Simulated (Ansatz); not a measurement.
**Harmonic thermodynamics of BiTe**

Theory: Ansatz, DFT PBE, scalar-relativistic, plane waves, PAW. Cutoff 420 eV, 12×12×12 k-points (Γ-centred), Fermi-Dirac smearing of 0.15 eV. No spin polarisation. Phonons by linear response, acoustic sum rule imposed.

Equilibrium structure at this level:
Space group Fm-3m (No. 225). a = 6.510 Å, b = 6.510 Å, c = 6.510 Å, α = 90.00°, β = 90.00°, γ = 90.00°
```
atom site symmetry x y z
  Bi    4a m-3m  0.0000  0.0000  0.0000
  Te    4b m-3m  0.5000  0.0000  0.0000
```

In a metal, frequencies and elastic constants depend on the k mesh and the smearing, soft modes and shear constants most. Some empty bands missed the eigensolver's threshold. Spin–orbit coupling is left out, which matters for heavy elements. The q mesh is coarse, so values between its points are rough.

Force constants from linear response on a 2×2×2 q mesh, interpolated to a fine mesh.

Phonon density of states, in bins of 2 cm⁻¹:
bin centre (cm⁻¹), share of modes (%) and a bar:
```
        1        0.0
        3        0.0
        5        0.0
        7        0.0
        9        0.0
       11        0.0
       13        0.0
       15        0.1
       17        0.1 #
       19        0.1 #
       21        0.2 #
       23        0.2 #
       25        0.3 ##
       27        0.4 ##
       29        0.4 ###
       31        0.6 ###
       33        0.7 ####
       35        0.9 #####
       37        1.2 #######
       39        1.6 ##########
       41        1.9 ############
       43        2.2 #############
       45        2.6 ###############
       47        3.1 ##################
       49        3.7 ######################
       51        4.4 ##########################
       53        5.1 ##############################
       55        4.7 ############################
       57        4.1 ########################
       59        4.0 ########################
       61        3.1 ###################
       63        3.2 ###################
       65        3.4 ####################
       67        3.9 #######################
       69        4.1 ########################
       71        4.0 ########################
       73        3.8 ######################
       75        3.6 #####################
       77        3.6 #####################
       79        3.7 ######################
       81        3.9 #######################
       83        4.2 #########################
       85        4.3 #########################
       87        2.8 ################
       89        1.6 #########
       91        1.4 ########
       93        1.0 ######
       95        0.7 ####
       97        0.6 ###
       99        0.4 ##
      101        0.2 #
      103        0.0
```

Question: Give the zero-point energy per atom.

Answer: 12.0 meV.

Question: How large are the vibrational entropy and heat capacity at 300 K?

Answer: S = 6.65 k_B and C_V = 2.97 k_B per atom, 99 % of the Dulong–Petit value.

Question: Tabulate them against temperature.

Answer:
| T (K) | F_vib (meV/atom) | S (k_B/atom) | C_V (k_B/atom) |
| --- | --- | --- | --- |
| 100 | -2.0 | 3.46 | 2.78 |
| 200 | -41.3 | 5.45 | 2.94 |
| 300 | -93.8 | 6.65 | 2.97 |
| 400 | -155.0 | 7.51 | 2.99 |
| 500 | -222.7 | 8.18 | 2.99 |
| 600 | -295.6 | 8.72 | 2.99 |
| 700 | -372.8 | 9.18 | 2.99 |
| 800 | -453.7 | 9.58 | 3.00 |
| 900 | -537.8 | 9.94 | 3.00 |
| 1000 | -624.9 | 10.25 | 3.00 |

Cost: 1 run of about 9.4 core-minutes, on Intel Xeon Processor @ 2.50GHz (Skylake/Cascade Lake) (shared hosts).